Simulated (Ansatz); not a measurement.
**Silver, A15 under BLYP: structure and ground-state energy**

Aim: take silver in the A15 structure, relax it, then solve it on a dense k-mesh. Spin polarisation is left out. The k-meshes are 5×5×5 for the relaxation; 6×6×6 for the dense run.

Method: DFT BLYP, plane waves (420 eV) with PAW, scalar-relativistic; PAW files made under PBE, frozen cores solved again for the functional, in Ansatz 0.2.0.

### 1 The system as given

Symmetry: Pm-3n, No. 223, cubic system. The conventional cell has a = 5.148 Å, b = 5.148 Å, c = 5.148 Å, α = 90.00°, β = 90.00°, γ = 90.00°. Ag (site symmetry m-3) is surrounded by 12 Ag at 2.88 Å. Ag (site symmetry -4m2) is surrounded by 6 Ag at 2.57 to 2.88 Å.

As a file:

```
Ag
1.0
     5.14829    0.00000    0.00000
     0.00000    5.14829    0.00000
     0.00000    0.00000    5.14829
Ag
8
Direct
  0.00000 0.00000 0.00000
  0.50000 0.50000 0.50000
  0.25000 0.00000 0.50000
  0.75000 0.00000 0.50000
  0.50000 0.25000 0.00000
  0.50000 0.75000 0.00000
  0.00000 0.50000 0.25000
  0.00000 0.50000 0.75000
```

### 2 Geometry optimisation

The input, input.yaml:

```yaml
crystal:
  lattice:
    - [5.1482893941, 0.0, 0.0]
    - [0.0, 5.1482893941, 0.0]
    - [0.0, 0.0, 5.1482893941]
  atoms:
    - { symbol: Ag, position: [0.0, 0.0, 0.0] }
    - { symbol: Ag, position: [0.5, 0.5, 0.5] }
    - { symbol: Ag, position: [0.25, 0.0, 0.5] }
    - { symbol: Ag, position: [0.75, 0.0, 0.5] }
    - { symbol: Ag, position: [0.5, 0.25, 0.0] }
    - { symbol: Ag, position: [0.5, 0.75, 0.0] }
    - { symbol: Ag, position: [0.0, 0.5, 0.25] }
    - { symbol: Ag, position: [0.0, 0.5, 0.75] }
hamiltonian:
  xc: blyp
  pseudopotentials:
    kind: paw
    azcp:
      Ag: "pseudopotentials/Ag.paw.azcp"
basis:
  ecutwfc: 420
  fft_grid_basis: typed
kpoints:
  mp_grid: { grid: [5, 5, 5], shift: [0, 0, 0] }
magnetization:
  spin_polarized: false
scf:
  occupations: { method: fermi_dirac, width: 0.1 }
relax:
  max_steps: 60
  f_tol: 0.01
  cell: {}
```

On the command line:

```sh
ansatz run input.yaml --threads 4 --pin off --max-ram 8192MiB --backend cpu --events-out ev --progress --plain --runs-dir out
```

The log of the run, shortened:

```text
Warning: RAYON_NUM_THREADS=4 ignored (pool sized by the plan → 4); use --threads N
[...]
Pseudopotentials: kind: paw
Pseudopotential: Ag, paw, valence charge 19, recommended cutoff 420 eV (normal), <dir>
Functional definition: BLYP
[...]
Crystal: 8 atoms, lattice volume = 136.455 Å³
Basis set: ecut = 420 eV, 2721 PW (Γ), exchange–correlation on 72×72×72 points (8 copies of the dense FFT grid, shifted against one another)
Bands: 92, of which v1, the nominal top of the filled ones, is band 76 counted from 1 (75 counted from 0)
Symmetry: 48 space group operations
Space group: Pm-3n (ITA 223), of the structure as read, at distance tolerance 5.1e-5 Å
k-points: 10 of 125
[...]
SCF iter   1: F=—  HF=-60844.573811 eV  |F-HF|=—  |Δ(HF+E_count)|=         —  Δρ=6.93e-3  dr2=6.02e-2  ethr=1.77e-3  ⟨swp⟩=4.9  Hψ=2778  notcnv=0  defer=34
[...]
relax step   1: F+E_penalty+E_count = -60844.57108936 eV  Δ(F+E_penalty+E_count) = +0.000e0 eV  max|allowed force component| = 1.561e-17 eV/Å  Δτ_max = 0.0000 Å  P = +15.576 GPa  Ω = 136.455 Å³  (7 SCF iters, dr2 threshold 1.00e-7 eV, accepted)
[...]
relax step   4: F+E_penalty+E_count = -60845.50169062 eV  Δ(F+E_penalty+E_count) = -2.559e-4 eV  max|allowed force component| = 1.850e-17 eV/Å  Δτ_max = 0.0000 Å  P = +0.007 GPa  Ω = 159.374 Å³  energy of the carried Pulay correction = -8.420e-3 eV  (4 SCF iters, dr2 threshold 1.50e-7 eV, accepted)
[...]
  atom   5  Ag     0.00000000    -0.00000000     0.00000000
  atom   6  Ag    -0.00000000     0.00000000    -0.00000000
  atom   7  Ag     0.00000000    -0.00000000     0.00000000
  atom   8  Ag    -0.00000000     0.00000000    -0.00000000
[...]
--- Stress (GPa, compression-positive) ---
       -0.007498       0.000000       0.000000
        0.000000      -0.007498       0.000000
        0.000000       0.000000      -0.007498
  P = ⅓ Tr σ = -0.0075 GPa (-0.075 kbar)
--- Relaxed structure (4 steps of the walk, 4 accepted, 1 SCFs on fresh bases) ---
  F+E_penalty+E_count = -60845.50689986 eV   max|allowed force component| = 1.511e-17 eV/Å   (the final SCF, on the basis selected at the relaxed cell)
  cell:  # Å, volume = 159.3744 Å³
    - [5.421750783700207, 5.296307347064899e-34, 4.879022525780997e-33]
    - [5.296307347064899e-34, 5.421750783700207, -7.7037197775489426e-34]
    - [4.365441207277734e-33, -7.7037197775489426e-34, 5.421750783700207]
  atoms:
    - { symbol: Ag, position: [-1.0988930066986858e-34, -9.48087477055994e-34, -3.799364118905032e-36] }
    - { symbol: Ag, position: [0.49999999999999994, 0.49999999999999994, 0.49999999999999994] }
    - { symbol: Ag, position: [0.24999999999999997, 1.6795137797416086e-34, 0.49999999999999994] }
    - { symbol: Ag, position: [0.7499999999999999, -8.144277957447709e-35, 0.49999999999999994] }
    - { symbol: Ag, position: [0.49999999999999994, 0.24999999999999997, 1.0998672026266105e-34] }
    - { symbol: Ag, position: [0.49999999999999994, 0.7499999999999999, -2.7180066389089793e-35] }
    - { symbol: Ag, position: [-2.5348578044592027e-34, 0.49999999999999994, 0.24999999999999997] }
    - { symbol: Ag, position: [-4.280616907299668e-34, 0.49999999999999994, 0.7499999999999999] }
```

Wall time 7 s (4 threads of Arm Neoverse V2, shared host); peak memory 0.61 GiB.

The steps of the relaxation:

| step | energy change (meV/atom) | largest force (eV/Å) | pressure (GPa) | volume (Å³/atom) |
| --- | --- | --- | --- | --- |
| 1 | 0.00 | 0.0000 | 15.58 | 17.057 |
| 2 | -115.76 | 0.0000 | 0.85 | 19.675 |
| 3 | -116.29 | 0.0000 | 0.24 | 19.850 |
| 4 | -116.33 | 0.0000 | 0.01 | 19.922 |
| 5 | -116.98 | 0.0000 | -0.01 | 19.922 |

Steps that repeat a cell are solved on a basis chosen anew, so their changes of energy are no gain of the relaxation.

Changes in the cell that was computed:

|  | before | after | change |
| --- | --- | --- | --- |
| a (Å) | 5.148 | 5.422 | +5.3 % |
| b (Å) | 5.148 | 5.422 | +5.3 % |
| c (Å) | 5.148 | 5.422 | +5.3 % |
| volume (Å³/atom) | 17.057 | 19.922 | +16.8 % |
| shortest distance (Å) | 2.574 | 2.711 | +5.3 % |
| space group (spins left aside) | Pm-3n | Pm-3n | same |

### 3 Single point on a dense mesh

The input, input.yaml:

```yaml
crystal:
  lattice:
    - [5.4217507837, 0.0, 0.0]
    - [0.0, 5.4217507837, 0.0]
    - [0.0, 0.0, 5.4217507837]
  atoms:
    - { symbol: Ag, position: [1.0, 1.0, 1.0] }
    - { symbol: Ag, position: [0.5, 0.5, 0.5] }
    - { symbol: Ag, position: [0.25, 0.0, 0.5] }
    - { symbol: Ag, position: [0.75, 1.0, 0.5] }
    - { symbol: Ag, position: [0.5, 0.25, 0.0] }
    - { symbol: Ag, position: [0.5, 0.75, 1.0] }
    - { symbol: Ag, position: [1.0, 0.5, 0.25] }
    - { symbol: Ag, position: [1.0, 0.5, 0.75] }
hamiltonian:
  xc: blyp
  pseudopotentials:
    kind: paw
    azcp:
      Ag: "pseudopotentials/Ag.paw.azcp"
basis:
  ecutwfc: 420
  fft_grid_basis: typed
kpoints:
  mp_grid: { grid: [6, 6, 6], shift: [0, 0, 0] }
magnetization:
  spin_polarized: false
scf:
  occupations: { method: fermi_dirac, width: 0.1 }
output:
  write_density: true
  write_potential: true
  elf: true
  volumetric_format: npy
```

On the command line:

```sh
ansatz run input.yaml --threads 4 --pin off --max-ram 8192MiB --backend cpu --events-out ev --progress --plain --runs-dir out
```

The log of the run:

```text
Warning: RAYON_NUM_THREADS=4 ignored (pool sized by the plan → 4); use --threads N
Engine: ansatz 0.2.0, aarch64-unknown-linux-gnu
[... 3 set-up lines as earlier in the session ...]
  parameter beta = 0.0042
  parameter a = 0.04918
  parameter b = 0.132
  parameter c = 0.2533
  parameter d = 0.349
  exchange = b88_x(beta = beta)
  correlation = lyp_c(a = a, b = b, c = c, d = d)
Crystal: 8 atoms, lattice volume = 159.374 Å³
Basis set: ecut = 420 eV, 3119 PW (Γ), exchange–correlation on 80×80×80 points (8 copies of the dense FFT grid, shifted against one another)
Bands: 92, of which v1, the nominal top of the filled ones, is band 76 counted from 1 (75 counted from 0)
[... 1 set-up line as earlier in the session ...]
Space group: Pm-3n (ITA 223), of the structure as read, at distance tolerance 5.4e-5 Å
k-points: 20 of 216
Non-local potential: Ag, projectors of the file, l = 0: 3, l = 1: 2, l = 2: 2, l = 3: 1
PAW form: soft (Blöchl's): semilocal exchange-correlation on the pseudo side does not see the compensation charge
PAW frozen core: Ag, regenerated for the run's functional, and the local potential with it (the file was generated under x = pbe(κ = 0.804, μ = 0.2195149727645171), c = pbe(β = 0.06672455060314922))
PAW one-centre angular grid: Ag, 590 points (default); XC on 64 Gauss nodes
Initial density: superposition of atomic densities (neutral atoms: chi_scale 0, normalization atom), corrected by the library's trained network
Initial wavefunctions: pseudopotential atomic-orbital guess
Functional: x = b88, c = lyp
SCF iter   1: F=—  HF=-60845.470980 eV  |F-HF|=—  |Δ(HF+E_count)|=         —  Δρ=4.75e-3  dr2=2.66e-2  ethr=1.77e-3  ⟨swp⟩=4.9  Hψ=5560  notcnv=0  defer=89
preconditioner: auto → Kerker (q_TF=auto, 2.707 Å⁻¹)  [metal: Δε(μ)=0.116 eV  Ē_g=9.981 eV  σ=0.100 eV  W_gap=0.28  n_scr=56 (ndim 8)  ℏωp=27.6 eV  f_vac=0.000  D(μ)=2.53/eV (n_scr^D=18)]
SCF iter   2: F=—  HF=-60845.476132 eV  |F-HF|=—  |Δ(HF+E_count)|=   5.15e-3  Δρ=2.96e-3  dr2=1.03e-2  ethr=1.75e-5  ⟨swp⟩=2.3  Hψ=2879  notcnv=0  defer=97
SCF iter   3: F=—  HF=-60845.479616 eV  |F-HF|=—  |Δ(HF+E_count)|=   3.48e-3  Δρ=6.25e-4  dr2=7.30e-4  ethr=6.78e-6  ⟨swp⟩=2.1  Hψ=2557  notcnv=0  defer=97
SCF iter   4: F=—  HF=-60845.479895 eV  |F-HF|=—  |Δ(HF+E_count)|=   2.79e-4  Δρ=2.51e-4  dr2=6.35e-5  ethr=4.80e-7  ⟨swp⟩=2.0  Hψ=2610  notcnv=0  defer=97
SCF iter   5: F=—  HF=-60845.479975 eV  |F-HF|=—  |Δ(HF+E_count)|=   7.94e-5  Δρ=5.17e-5  dr2=5.03e-6  ethr=4.18e-8  ⟨swp⟩=2.0  Hψ=2610  notcnv=0  defer=97
SCF iter   6: F=—  HF=-60845.479976 eV  |F-HF|=—  |Δ(HF+E_count)|=   1.48e-6  Δρ=2.36e-5  dr2=7.79e-7  ethr=3.31e-9  ⟨swp⟩=2.0  Hψ=2684  notcnv=0  defer=97
SCF iter   7: F=-60845.479976 eV  HF=-60845.479976 eV  |F-HF|=3.58e-8  |Δ(HF+E_count)|=   1.84e-8  Δρ=7.92e-6  dr2=7.96e-8  ethr=6.58e-11  ⟨swp⟩=7.0  Hψ=7128  notcnv=0
SCF 1 converged in 7 iterations: F = -60845.479976 eV  dr2 = 7.96e-8
SCF converged after 7 iterations
Free energy (F): -60845.479976 eV
Harris-Foulkes:  -60845.479976 eV  (|F-HF|=3.58e-8)
Internal energy: -60845.399327 eV  (E = F + TS)
E sigma→0 (E₀):  -60845.439651 eV
Entropy (-TS):   -0.080649 eV (-10.081 meV/atom)
Fermi energy:    14.648079 eV
--- Per-component energies (eV) ---
  E_band       = -2245.481947
  E_kinetic    = 4218.578669
  E_local      = -19571.381286  (includes V_loc(G=0)·N_el)
  E_nonlocal   = 626.269896
  E_hartree    = 8800.908983
  E_xc         = -1456.208391
  E_vxc        = -1845.205814  (∫ρ·V_xc dr)
  E_paw        = -31360.683565  (= ΣΔE_a)
  E_vpaw       = -3275.597536  (= ΣTr[D̂ρ^β])
  E_aug_tail   = 0.002211  (compensation charges beyond the density's cutoff)
  E_ewald      = -22103.555449
  E_core_change = 0.669604  (= ΣΔE_core)
  E_smearing   = -0.080649  (= −TS)
  E_closure    = 0.000000  (closes the sum)
  Σ components = -60845.479976   (vs F -60845.479976, Δ=0.00e0)
--- Band table (eV; the first three rows and the last of 20) ---
  k-point 0: bands = ["-77.0808", "-77.0770", "-77.0770", "-77.0696", "-77.0676", "-77.0633", "-77.0633", "-77.0633", "-40.6820", "-40.6820", "-40.6742", "-40.5671", "-40.5671", "-40.5671", "-40.5550", "-40.5550", "-40.5550", "-40.5132", "-40.5132", "-40.5132", "-40.5086", "-40.5086", "-40.5086", "-40.5079", "-40.5079", "-40.5079", "-40.5074", "-40.5074", "-40.5074", "-40.4969", "-40.4969", "-40.4969", "7.8676", "8.7663", "8.7663", "9.2058", "9.3785", "9.3785", "9.3785", "9.5831", "9.7979", "9.7979", "9.7979", "9.8446", "9.8446", "9.8446", "9.9666", "9.9666", "10.0162", "10.1599", "10.1599", "10.4451", "10.4451", "10.4451", "10.8691", "10.8691", "10.8691", "10.9293", "10.9293", "10.9293", "11.1859", "11.1859", "11.1969", "11.1969", "11.2148", "11.2148", "11.2148", "11.5095", "11.5095", "11.5095", "11.6130", "11.6130", "11.6130", "14.7148", "14.7148", "14.7148", "15.3882", "15.3882", "15.4289", "19.7205", "19.7205", "20.3828", "20.3828", "20.3828", "20.4445", "20.9263", "20.9263", "20.9263", "21.4760", "21.4760", "21.4760", "24.1740"]
  k-point 1: bands = ["-77.0803", "-77.0771", "-77.0763", "-77.0697", "-77.0677", "-77.0641", "-77.0633", "-77.0633", "-40.6822", "-40.6787", "-40.6666", "-40.5667", "-40.5667", "-40.5629", "-40.5559", "-40.5559", "-40.5519", "-40.5165", "-40.5143", "-40.5143", "-40.5128", "-40.5112", "-40.5111", "-40.5111", "-40.5083", "-40.5070", "-40.5070", "-40.5041", "-40.5041", "-40.5038", "-40.4971", "-40.4971", "8.0238", "8.7594", "8.8717", "9.2341", "9.2542", "9.4067", "9.4067", "9.6534", "9.7238", "9.7249", "9.7249", "9.8048", "9.9305", "9.9305", "9.9769", "9.9827", "10.0122", "10.2731", "10.2742", "10.3573", "10.3573", "10.5164", "10.7834", "10.8515", "10.8515", "10.8654", "10.9766", "10.9766", "11.0537", "11.1620", "11.1635", "11.1644", "11.1644", "11.1702", "11.3510", "11.5317", "11.5429", "11.5429", "11.6144", "11.6302", "11.6302", "13.1909", "14.8976", "14.8976", "15.4407", "15.4482", "17.1965", "18.5303", "18.5923", "19.2841", "19.2841", "20.2534", "20.9039", "20.9039", "21.6251", "22.1954", "22.3342", "22.9058", "22.9058", "23.6575"]
  k-point 2: bands = ["-77.0793", "-77.0774", "-77.0743", "-77.0700", "-77.0680", "-77.0663", "-77.0633", "-77.0633", "-40.6821", "-40.6795", "-40.6355", "-40.5661", "-40.5661", "-40.5574", "-40.5574", "-40.5515", "-40.5503", "-40.5405", "-40.5182", "-40.5181", "-40.5181", "-40.5165", "-40.5119", "-40.5101", "-40.5101", "-40.5093", "-40.5060", "-40.5060", "-40.5013", "-40.5013", "-40.4974", "-40.4974", "8.4278", "8.7533", "9.0363", "9.1496", "9.3517", "9.4640", "9.4640", "9.5706", "9.6492", "9.6492", "9.6652", "9.8246", "9.9101", "10.0140", "10.0140", "10.0461", "10.1543", "10.3162", "10.3162", "10.3400", "10.5104", "10.6641", "10.6700", "10.6958", "10.7798", "10.7798", "10.8534", "10.8817", "10.8817", "11.0949", "11.1039", "11.1634", "11.1974", "11.1974", "11.4329", "11.4329", "11.4699", "11.5714", "11.6134", "11.7413", "11.8229", "11.8229", "15.3860", "15.3860", "15.5593", "15.5874", "17.3616", "17.3927", "17.9472", "17.9472", "19.6244", "20.6678", "21.3080", "21.3080", "22.0604", "22.3052", "23.1586", "23.1586", "23.6167", "24.2392"]
  k-point 19: bands = ["-77.0704", "-77.0704", "-77.0704", "-77.0704", "-77.0704", "-77.0704", "-77.0696", "-77.0696", "-40.5963", "-40.5963", "-40.5963", "-40.5963", "-40.5963", "-40.5963", "-40.5422", "-40.5422", "-40.5422", "-40.5422", "-40.5422", "-40.5422", "-40.5292", "-40.5292", "-40.5134", "-40.5134", "-40.5134", "-40.5134", "-40.5111", "-40.5111", "-40.5111", "-40.5111", "-40.5111", "-40.5111", "9.4710", "9.4710", "9.4710", "9.4710", "9.4710", "9.4710", "9.6307", "9.6307", "9.6307", "9.6307", "9.8625", "9.8625", "10.0679", "10.0679", "10.0679", "10.0679", "10.0679", "10.0679", "10.4194", "10.4194", "10.4194", "10.4194", "10.4194", "10.4194", "10.8257", "10.8257", "10.8257", "10.8257", "10.8257", "10.8257", "11.3496", "11.3496", "11.3496", "11.3496", "11.3496", "11.3496", "11.4211", "11.4211", "11.4211", "11.4211", "13.3411", "13.3411", "13.3411", "13.3411", "13.3411", "13.3411", "13.5864", "13.5864", "23.9571", "23.9571", "23.9571", "23.9571", "23.9571", "23.9571", "24.3372", "24.3372", "24.9715", "24.9715", "24.9715", "24.9715"]
```

Wall time 4.3 s (4 threads of Arm Neoverse V2, shared host); peak memory 0.66 GiB.

Density in a lattice plane of the grid's cell (edges 5.42 and 5.42 Å, at 0.000 of the third edge), which holds Ag.

Values in e/Å³, 12 rows by 12 columns:
```
10.32  4.98  0.68  0.15  0.12  0.18  0.22  0.18  0.12  0.15  0.68  4.98
 1.25  0.68  0.23  0.11  0.10  0.11  0.12  0.11  0.10  0.11  0.23  0.68
 0.18  0.17  0.17  0.16  0.13  0.10  0.09  0.10  0.13  0.16  0.17  0.17
 0.14  0.24  0.69  1.25  0.67  0.22  0.12  0.22  0.67  1.25  0.69  0.24
 0.22  0.70  4.98 10.32  4.98  0.69  0.22  0.69  4.98 10.32  4.98  0.70
 0.28  1.27 10.30 21.17 10.30  1.27  0.28  1.27 10.30 21.17 10.30  1.27
 0.22  0.70  4.98 10.32  4.98  0.69  0.22  0.69  4.98 10.32  4.98  0.70
 0.14  0.24  0.69  1.25  0.67  0.22  0.12  0.22  0.67  1.25  0.69  0.24
 0.18  0.17  0.17  0.16  0.13  0.10  0.09  0.10  0.13  0.16  0.17  0.17
 1.25  0.68  0.23  0.11  0.10  0.11  0.12  0.11  0.10  0.11  0.23  0.68
10.32  4.98  0.68  0.15  0.12  0.18  0.22  0.18  0.12  0.15  0.68  4.98
21.16 10.32  1.25  0.18  0.14  0.22  0.28  0.22  0.14  0.18  1.25 10.32
```
Columns run along the first of these edges and rows up along the second, over one cell in 12 and 12 even steps from the bottom left corner. Atoms in the plane (fractional): Ag at (1.00, 1.00), Ag at (0.25, 0.50), Ag at (0.75, 0.50).

ELF in the same plane.

Values, 12 rows by 12 columns:
```
0.65 0.53 0.27 0.16 0.16 0.16 0.16 0.16 0.16 0.16 0.27 0.53
0.34 0.27 0.17 0.15 0.15 0.15 0.15 0.15 0.15 0.15 0.17 0.27
0.17 0.15 0.15 0.16 0.15 0.14 0.15 0.14 0.15 0.16 0.15 0.15
0.16 0.18 0.27 0.34 0.27 0.17 0.15 0.17 0.27 0.34 0.27 0.18
0.17 0.26 0.53 0.65 0.53 0.26 0.16 0.26 0.53 0.65 0.53 0.26
0.16 0.33 0.65 0.87 0.65 0.33 0.16 0.33 0.65 0.87 0.65 0.33
0.17 0.26 0.53 0.65 0.53 0.26 0.16 0.26 0.53 0.65 0.53 0.26
0.16 0.18 0.27 0.34 0.27 0.17 0.15 0.17 0.27 0.34 0.27 0.18
0.17 0.15 0.15 0.16 0.15 0.14 0.15 0.14 0.15 0.16 0.15 0.15
0.34 0.27 0.17 0.15 0.15 0.15 0.15 0.15 0.15 0.15 0.17 0.27
0.65 0.53 0.27 0.16 0.16 0.16 0.16 0.16 0.16 0.16 0.27 0.53
0.87 0.65 0.34 0.17 0.16 0.17 0.16 0.17 0.16 0.17 0.34 0.65
```
Columns run along the first of these edges and rows up along the second, over one cell in 12 and 12 even steps from the bottom left corner. Atoms in the plane (fractional): Ag at (1.00, 1.00), Ag at (0.25, 0.50), Ag at (0.75, 0.50).

Both are smooth fields of the valence electrons: close to the nuclei they are not physical.

### 4 Results

| quantity | value |
| --- | --- |
| space group (spins left aside) | Pm-3n (No. 223) |
| conventional cell | a = 5.422 Å |
| volume | 19.922 Å³/atom |
| shortest distance | 2.711 Å |
| gap on the mesh | none (levels filled in part) |
| relative to fcc | +69 meV/atom |

From the guessed start the volume grew by 16.8 % in 5 steps. Against the reference form of silver (fcc, computed apart with the same settings) it stands 69 meV/atom higher. No gap shows: it is a metal or semimetal at this level. Relaxation kept the symmetry; phonons were not checked.
